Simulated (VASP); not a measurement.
# HfC (Fm-3m) in VASP: a series of runs

Runs on HfC. Level: LDA. Tasks: single point.

Program: VASP 6.6.1. These are calculated values, not measurements. Logs are shortened: lines on timing, memory, paths and dates and some standing lists are left out, and cuts for length are marked.

### Step 1. The structure

It takes space group Fm-3m (No. 225, cubic). The conventional cell has a = 4.650 Å, b = 4.650 Å, c = 4.650 Å, α = 90.00°, β = 90.00°, γ = 90.00°. Around Hf (site symmetry m-3m) lie 6 C at 2.33 Å. Around C (site symmetry m-3m) lie 6 Hf at 2.33 Å.

### Step 2. Single point, LDA

Contents of INCAR:

```
PREC = Accurate
ENCUT = 450
EDIFF = 1E-7
ISMEAR = -1
SIGMA = 0.05
LREAL = F
LASPH = T
NELM = 100
ALGO = Normal
ISIF = 2
LWAVE = F
LCHARG = F
ADDGRID = F
```

Contents of KPOINTS:

```
Automatic mesh
0
Gamma
  15 15 15
```

Contents of POSCAR:

```
HfC
1.0
    0.0000000000      2.3250000000      2.3250000000
    2.3250000000      0.0000000000      2.3250000000
    2.3250000000      2.3250000000      0.0000000000
Hf C
1 1
Direct
    0.5000000000      0.5000000000      0.5000000000
    0.0000000000      0.0000000000      0.0000000000
```

Potentials or basis: VASP PAW LDA potentials, release 64 (Hf, C).

The run is started by

```console
$ cat potpaw_LDA.64/Hf/POTCAR potpaw_LDA.64/C/POTCAR > POTCAR
$ mpirun -np 1 vasp_std > vasp.out
```

OUTCAR:

```text
PREC = Accurate
   ENCUT = 450
   EDIFF = 1E-7
   ISMEAR = -1
   LREAL = F
   LASPH = T
   NELM = 100
   ISIF = 2

 Found    120 irreducible k-points:

 Following reciprocal coordinates:
            Coordinates               Weight
  0.000000  0.000000  0.000000      1.000000
  0.066667  0.000000  0.000000      8.000000
  0.133333  0.000000  0.000000      8.000000
  0.200000  0.000000  0.000000      8.000000
  0.266667  0.000000  0.000000      8.000000
  0.333333  0.000000  0.000000      8.000000
   k-points           NKPTS =    120   k-points in BZ     NKDIM =    120   number of bands    NBANDS=      8
   number of dos      NEDOS =    301   number of ions     NIONS =      2
   total plane-waves  NPLWV =  13824
   dimension x,y,z NGX =    24 NGY =   24 NGZ =   24
   dimension x,y,z NGXF=    48 NGYF=   48 NGZF=   48
   ions per type =               1   1
   NGX,Y,Z   is equivalent  to a cutoff of  12.13, 12.13, 12.13 a.u.
   NGXF,Y,Z  is equivalent  to a cutoff of  24.27, 24.27, 24.27 a.u.
 SYSTEM =  unknown system
   PREC   = accura    normal or accurate (medium, high low for compatibility)
   ISTART =      0    job   : 0-new  1-cont  2-samecut
   ICHARG =      2    charge: 1-file 2-atom 10-const
   ISPIN  =      1    spin polarized calculation?
   LNONCOLLINEAR =      F non collinear calculations
   LSORBIT =      F    spin-orbit coupling
   LASPH  =      T    aspherical Exc in radial PAW
   ENCUT  =  450.0 eV  33.07 Ry    5.75 a.u.   5.69  5.69  5.69*2*pi/ulx,y,z
   NELM   =    100;   NELMIN=  2; NELMDL= -5     # of ELM steps
   EDIFF  = 0.1E-06   stopping-criterion for ELM
   LREAL  =      F    real-space projection
   EDIFFG = 0.1E-05   stopping-criterion for IOM
   NSW    =      0    number of steps for IOM
   IBRION =     -1    ionic relax: 0-MD 1-quasi-New 2-CG
   NFREE  =      0    steps in history (QN), initial steepest desc. (CG)
   ISIF   =      2    stress and relaxation
   ISYM   =      2    0-nonsym 1-usesym 2-fastsym
   POTIM  = 0.5000    time-step for ionic-motion
   TEBEG  =    0.0;   TEEND  =   0.0 temperature during run
   PSTRESS=    0.0 pullay stress
   NELECT =       8.0000    total number of electrons
   NUPDOWN=      -1.0000    fix difference up-down
   EMIN   =  10.00;   EMAX   =-10.00  energy-range for DOS
   EFERMI =   0.00;   METHOD = LEGACY
   ISMEAR =    -1;   SIGMA  =   0.05  broadening in eV -4-tet -1-fermi 0-gaus
   EFERMI_NEDOS =   21; number of points for ismear=-14 and -15
   IALGO  =     38    algorithm
   IMIX   =      4    mixing-type and parameters
     AMIX     =   0.40;   BMIX     =  1.00
     AMIX_MAG =   1.60;   BMIX_MAG =  1.00
  volume/ion in A,a.u.               =      12.57        84.81
  Fermi-wavevector in a.u.,A,eV,Ry     =   1.117734  2.112211 16.998163  1.249330
  Thomas-Fermi vector in A             =   2.254359
   LORBIT       =      0    0 simple, 1 ext, 2 COOP (PROOUT), +10 PAW based schemes
   GGA     = CA    functional components
   LHFCALC =     F    Hartree Fock is set to
   AEXX    =    0.0000 exact exchange contribution
   IVDW    =     0    specifies the selected vdW correction
   LEPSILON=     F    determine dielectric tensor
   LRPA    =     F    only Hartree local field effects (RPA)
 non-spin polarized calculation
  energy-cutoff  :      450.00
  volume of cell :       25.14
 maximum number of plane-waves:       560
   NGX = 11   NGY = 11   NGZ = 11

 number of electron       8.0000000 magnetization

 Free energy of the ion-electron system (eV)
  ---------------------------------------------------
  ext. energy  EPLUGINS =         0.00000000
  ---------------------------------------------------
  free energy    TOTEN  =       -22.92790293 eV

  energy without entropy =      -22.92476164  energy(sigma->0) =      -22.92633229

 E-fermi :   6.1875     XC(G=0): -12.1983

 val. band max:        6.1810123360   @ k =   0.4000   0.3333   0.0000
 cond. band min:       6.2119876946   @ k =   0.3333   0.2667   0.0000
 fundamental gap:      0.0309753586
 Fermi energy:         6.1875174468

 k-point     1 :       0.0000    0.0000    0.0000
  band No.  band energies     occupation
      1      -5.9168      2.00000
      2       7.2427      0.00000
      3       7.2427      0.00000
      4       7.2427      0.00000
      5       7.5240      0.00000
      6       7.5240      0.00000
      7       7.5240      0.00000
      8       9.5438      0.00000

 k-point     2 :       0.0667    0.0000    0.0000
  band No.  band energies     occupation
      1      -5.8107      2.00000
      2       6.4026      0.02673
      3       6.6594      0.00016
      4       6.6594      0.00016
      5       7.7734      0.00000
      6       7.7734      0.00000
      7       8.0919      0.00000
      8      10.1091      0.00000

 k-point     3 :       0.1333    0.0000    0.0000
  band No.  band energies     occupation
      1      -5.5000      2.00000
      2       5.2729      2.00000
      3       5.7994      1.99915
      4       5.7994      1.99915
      5       8.1413      0.00000
      6       8.1413      0.00000
      7       8.5339      0.00000
      8      11.2823      0.00000

 k-point     4 :       0.2000    0.0000    0.0000
  band No.  band energies     occupation
      1      -5.0080      2.00000
      2       4.0904      2.00000
      3       4.9919      2.00000
      4       4.9919      2.00000
      5       8.6744      0.00000
      6       8.6744      0.00000
      7       8.8852      0.00000
      8      12.6465      0.00000

 k-point     5 :       0.2667    0.0000    0.0000
  band No.  band energies     occupation
      1      -4.3715      2.00000
      2       2.9339      2.00000
      3       4.3134      2.00000
      4       4.3134      2.00000
      5       9.3017      0.00000
      6       9.3608      0.00000
      7       9.3608      0.00000
      8      14.0583      0.00000

 k-point     6 :       0.3333    0.0000    0.0000
  band No.  band energies     occupation
      1      -3.6412      2.00000
      2       1.8503      2.00000
      3       3.7908      2.00000
      4       3.7908      2.00000
      5       9.8845      0.00000
      6      10.1374      0.00000
      7      10.1374      0.00000
      8      15.2275      0.00000

 [... further k-points ...]

------------------------ aborting loop because EDIFF is reached ----------------------------------------

  FORCE on cell =-STRESS in cart. coord.  units (eV):
  Direction    XX          YY          ZZ          XY          YZ          ZX
  --------------------------------------------------------------------------------------
  -------------------------------------------------------------------------------------
  Total       -1.8495641     -1.8495641     -1.8495641      0.0000000     -0.0000000      0.0000000
  in kB     -117.8911194   -117.8911194   -117.8911194      0.0000000     -0.0000000      0.0000000
  external PRESSURE =    -117.8911194 kB  Pullay stress =       0.0000000 kB

 VOLUME and BASIS-vectors are now :
 -----------------------------------------------------------------------------
  energy-cutoff  :      450.00
  volume of cell :       25.14
      direct lattice vectors                 reciprocal lattice vectors
     0.000000000  2.325000000  2.325000000    -0.215053763  0.215053763  0.215053763
     2.325000000  0.000000000  2.325000000     0.215053763 -0.215053763  0.215053763
     2.325000000  2.325000000  0.000000000     0.215053763  0.215053763 -0.215053763

 POSITION                                       TOTAL-FORCE (eV/Angst)
 -----------------------------------------------------------------------------------
      2.32500      2.32500      2.32500         0.000000     -0.000000      0.000000
      0.00000      0.00000      0.00000        -0.000000      0.000000     -0.000000
 -----------------------------------------------------------------------------------
    total drift:                                0.000000     -0.000000     -0.000000

  FREE ENERGIE OF THE ION-ELECTRON SYSTEM (eV)
  ---------------------------------------------------
  free  energy   TOTEN  =       -22.9279029312 eV

  energy  without entropy=      -22.9247616399  energy(sigma->0) =      -22.92633229
```

It took 38 s on 1 thread of AMD EPYC, shared host; peak memory 0.11 GiB.

The run converged, but some of its settings lie outside the range that counts as converged, so its numbers aren't taken as properties of the crystal.

Results:

```
Free energy            : -22.9279 eV
Band gap on the k mesh : none (metal or under the smearing width)
```

Caveat: the cutoff is under 1.25 times the usual one of these potentials, so pressure, stress and relaxed cells hold a basis-set (Pulay) error.

### Step 3. Single point, LDA

INCAR, as its differences from that of step 2:

```diff
@@ -4,3 +4,3 @@
 ISMEAR = -1
-SIGMA = 0.05
+SIGMA = 0.02
 LREAL = F
```

KPOINTS is that of step 2.

POSCAR is that of step 2.

Potentials or basis: VASP PAW LDA potentials, release 64 (Hf, C).

The run is started by

```console
$ cat potpaw_LDA.64/Hf/POTCAR potpaw_LDA.64/C/POTCAR > POTCAR
$ mpirun -np 1 vasp_std > vasp.out
```

OUTCAR:

```text
PREC = Accurate
   ENCUT = 450
   EDIFF = 1E-7
   ISMEAR = -1
   LREAL = F
   LASPH = T
   NELM = 100
   ISIF = 2

 Found    120 irreducible k-points:

 Following reciprocal coordinates:
            Coordinates               Weight
  0.000000  0.000000  0.000000      1.000000
  0.066667  0.000000  0.000000      8.000000
  0.133333  0.000000  0.000000      8.000000
  0.200000  0.000000  0.000000      8.000000
  0.266667  0.000000  0.000000      8.000000
  0.333333  0.000000  0.000000      8.000000
   k-points           NKPTS =    120   k-points in BZ     NKDIM =    120   number of bands    NBANDS=      8
   number of dos      NEDOS =    301   number of ions     NIONS =      2
   total plane-waves  NPLWV =  13824
   dimension x,y,z NGX =    24 NGY =   24 NGZ =   24
   dimension x,y,z NGXF=    48 NGYF=   48 NGZF=   48
   ions per type =               1   1
   NGX,Y,Z   is equivalent  to a cutoff of  12.13, 12.13, 12.13 a.u.
   NGXF,Y,Z  is equivalent  to a cutoff of  24.27, 24.27, 24.27 a.u.
 SYSTEM =  unknown system
   PREC   = accura    normal or accurate (medium, high low for compatibility)
   ISTART =      0    job   : 0-new  1-cont  2-samecut
   ICHARG =      2    charge: 1-file 2-atom 10-const
   ISPIN  =      1    spin polarized calculation?
   LNONCOLLINEAR =      F non collinear calculations
   LSORBIT =      F    spin-orbit coupling
[... 61 lines left out ...]
      2       7.2427      0.00000
      3       7.2427      0.00000
      4       7.2427      0.00000
      5       7.5242      0.00000
      6       7.5242      0.00000
      7       7.5242      0.00000
      8       9.5440      0.00000
[... 45 lines left out ...]
 k-point     6 :       0.3333    0.0000    0.0000
  band No.  band energies     occupation
      1      -3.6412      2.00000
      2       1.8503      2.00000
      3       3.7909      2.00000
      4       3.7909      2.00000
      5       9.8846      0.00000
      6      10.1376      0.00000
      7      10.1376      0.00000
      8      15.2275      0.00000

 [... further k-points ...]

------------------------ aborting loop because EDIFF is reached ----------------------------------------

  FORCE on cell =-STRESS in cart. coord.  units (eV):
  Direction    XX          YY          ZZ          XY          YZ          ZX
  --------------------------------------------------------------------------------------
  -------------------------------------------------------------------------------------
  Total       -1.8534176     -1.8534176     -1.8534176      0.0000000     -0.0000000      0.0000000
  in kB     -118.1367459   -118.1367459   -118.1367459      0.0000000     -0.0000000      0.0000000
  external PRESSURE =    -118.1367459 kB  Pullay stress =       0.0000000 kB

 VOLUME and BASIS-vectors are now :
 -----------------------------------------------------------------------------
  energy-cutoff  :      450.00
  volume of cell :       25.14
      direct lattice vectors                 reciprocal lattice vectors
     0.000000000  2.325000000  2.325000000    -0.215053763  0.215053763  0.215053763
     2.325000000  0.000000000  2.325000000     0.215053763 -0.215053763  0.215053763
     2.325000000  2.325000000  0.000000000     0.215053763  0.215053763 -0.215053763

 POSITION                                       TOTAL-FORCE (eV/Angst)
 -----------------------------------------------------------------------------------
      2.32500      2.32500      2.32500         0.000000     -0.000000      0.000000
      0.00000      0.00000      0.00000        -0.000000      0.000000     -0.000000
 -----------------------------------------------------------------------------------
    total drift:                                0.000000     -0.000000     -0.000000

  FREE ENERGIE OF THE ION-ELECTRON SYSTEM (eV)
  ---------------------------------------------------
  free  energy   TOTEN  =       -22.9263425463 eV

  energy  without entropy=      -22.9255970033  energy(sigma->0) =      -22.92596977
```

OSZICAR:

```text
N       E                     dE             d eps       ncg     rms          rms(c)
DAV:   1    -0.111791077441E+01   -0.11179E+01   -0.35558E+03  1928   0.789E+02
DAV:   2    -0.256840216153E+02   -0.24566E+02   -0.23695E+02  3016   0.956E+01
DAV:   3    -0.261560222259E+02   -0.47200E+00   -0.45948E+00  2512   0.174E+01
DAV:   4    -0.261581907833E+02   -0.21686E-02   -0.21686E-02  3136   0.961E-01
DAV:   5    -0.261581916902E+02   -0.90695E-06   -0.90680E-06  2488   0.134E-02    0.196E+01
DAV:   6    -0.231450124652E+02    0.30132E+01   -0.26183E+01  1984   0.240E+01    0.101E+01
DAV:   7    -0.229910487798E+02    0.15396E+00   -0.70275E-01  2144   0.559E+00    0.542E+00
DAV:   8    -0.229278754304E+02    0.63173E-01   -0.61961E-02  2456   0.218E+00    0.266E-01
DAV:   9    -0.229264733069E+02    0.14021E-02   -0.52149E-03  2640   0.342E-01    0.182E-01
DAV:  10    -0.229263518386E+02    0.12147E-03   -0.31082E-04  2528   0.107E-01    0.485E-02
DAV:  11    -0.229263428970E+02    0.89416E-05   -0.41075E-05  2568   0.354E-02    0.125E-02
DAV:  12    -0.229263425561E+02    0.34091E-06   -0.92359E-07  2464   0.661E-03    0.864E-04
DAV:  13    -0.229263425463E+02    0.98186E-08   -0.76765E-08  1624   0.178E-03
   1 F= -.22926343E+02 E0= -.22925970E+02  d E =-.745543E-03
```

stdout:

```text
POSCAR found type information on POSCAR HfC
 POSCAR found :  2 types and       2 ions
 scaLAPACK will be used
 LDA part: xc-table for (Slater(with rela. corr.)+CA(PZ))
 , standard interpolation
 POSCAR, INCAR and KPOINTS ok, starting setup
 FFT: planning ... GRIDC
 FFT: planning ... GRID_SOFT
 FFT: planning ... GRID
 WAVECAR not read
 entering main loop
```

Wall time 39 s (1 thread of AMD EPYC, shared host); peak memory 0.11 GiB.

These settings aren't checked as converged: the numbers below hold their error.

What came out:

| Property | Result |
| --- | --- |
| Free energy | -22.9263 eV |
| Band gap on the k mesh | none (metal or under the smearing width) |

Caveat: the cutoff is under 1.25 times the usual one of these potentials, so pressure, stress and relaxed cells hold a basis-set (Pulay) error.

### Step 4. Single point, LDA

INCAR, as its differences from that of step 3:

```diff
@@ -3,4 +3,4 @@
 EDIFF = 1E-7
-ISMEAR = -1
-SIGMA = 0.02
+ISMEAR = -5
+SIGMA = 0.15
 LREAL = F
```

KPOINTS is that of step 3.

POSCAR is that of step 3.

The run is started by

```console
$ cat potpaw_LDA.64/Hf/POTCAR potpaw_LDA.64/C/POTCAR > POTCAR
$ mpirun -np 1 vasp_std > vasp.out
```

Run time: 39 s. Hardware: 1 thread of AMD EPYC, shared host; peak memory 0.12 GiB.

The run converged, but some of its settings lie outside the range that counts as converged, so its numbers aren't taken as properties of the crystal.

Results:

| Property | Result |
| --- | --- |
| Free energy | -22.9273 eV |
| Band gap on the k mesh | none (metal or under the smearing width) |

Caveat: the cutoff is under 1.25 times the usual one of these potentials, so pressure, stress and relaxed cells hold a basis-set (Pulay) error; tetrahedron occupations give inexact forces and stress in metals.

### Step 5. Single point, LDA

INCAR, as its differences from that of step 4:

```diff
@@ -3,3 +3,3 @@
 EDIFF = 1E-7
-ISMEAR = -5
+ISMEAR = 0
 SIGMA = 0.15
```

KPOINTS is that of step 4.

POSCAR is that of step 4.

The run is started by

```console
$ cat potpaw_LDA.64/Hf/POTCAR potpaw_LDA.64/C/POTCAR > POTCAR
$ mpirun -np 1 vasp_std > vasp.out
```

Wall time 38 s (1 thread of AMD EPYC, shared host); peak memory 0.11 GiB.

These settings aren't checked as converged: the numbers below hold their error.

Results:

```yaml
Free_energy: -22.9285 eV
Band_gap_on_the_k_mesh: none (metal or under the smearing width)
```

Caveat: the cutoff is under 1.25 times the usual one of these potentials, so pressure, stress and relaxed cells hold a basis-set (Pulay) error.

### Step 6. For comparison

An earlier run on the cell as given: functional PBE; potentials or basis VASP PAW PBE potentials, release 64 (Hf_pv, C); cutoff 520 eV; k mesh 10 × 10 × 10; occupations fermi-dirac, width 0.05 eV; no spin polarisation.

* Pressure: -0.4 GPa
* Band gap on the k mesh: none (metal or under the smearing width)
